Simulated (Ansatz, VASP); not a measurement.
## Mg: VASP beside Ansatz

File INCAR:

```
PREC     = Accurate       # precision mode
ENCUT    = 520            # plane-wave cutoff, eV
EDIFF    = 1E-6           # SCF threshold, eV
ISMEAR   = -1             # smearing method
SIGMA    = 0.1            # smearing width, eV
LREAL    = F              # projectors in reciprocal space
LASPH    = T              # aspherical terms in the spheres
NELM     = 100            # most SCF steps
ALGO     = Normal         # electronic algorithm
ISIF     = 2              # what is computed and relaxed
LWAVE    = F              # write WAVECAR
LCHARG   = F              # write CHGCAR
GGA      = RP             # functional
NBANDS   = 7              # bands
```

KPOINTS

```
regular mesh
0
Gamma
  13 13 13
```

The input POSCAR:

```
Mg
1.0
    0.0000000000      2.3159305174      2.3159305174
    2.3159305174      0.0000000000      2.3159305174
    2.3159305174      2.3159305174      0.0000000000
Mg
1
Direct
    0.0000000000      0.0000000000      0.0000000000
```

Input for Ansatz:

```yaml
crystal:
  lattice:
    - [0.0, 2.3159305174, 2.3159305174]
    - [2.3159305174, 0.0, 2.3159305174]
    - [2.3159305174, 2.3159305174, 0.0]
  atoms:
    - { symbol: Mg, position: [0.0, 0.0, 0.0] }
hamiltonian:
  xc: rpbe
  pseudopotentials:
    kind: paw
    azcp:
      Mg: "pseudopotentials/Mg.paw.azcp"
basis:
  ecutwfc: 420
  fft_grid_basis: typed
kpoints:
  mp_grid: { grid: [13, 13, 13], shift: [0, 0, 0] }
magnetization:
  spin_polarized: false
scf:
  occupations: { method: fermi_dirac, width: 0.1 }
  lower_state_search: "off"
output:
  stress: true
```

Alike in both runs: task single point; functional RPBE; k mesh 13 × 13 × 13; occupations fermi-dirac, width 0.1 eV; no spin polarisation.

|  | VASP | Ansatz |
| --- | --- | --- |
| version | VASP 6.6.1 | Ansatz 0.2.0 |
| potentials or method | VASP PAW PBE potentials, release 64 (Mg) | plane waves (420 eV) with PAW, scalar-relativistic |
| plane-wave cutoff (eV) | 520 | 420 |
| valence electrons in the cell | 2 | 10 |

|  | VASP | Ansatz | Ansatz less VASP |
| --- | --- | --- | --- |
| pressure (GPa) | -1.4 | -1.2 | +0.18 |

With one functional, cell and mesh, what is left measures potentials, basis and numerics. The two sets of potentials don't hold the same shells in valence.

Caveats: the PAW data sets were made with another functional, which shifts forces and pressure a little (VASP).
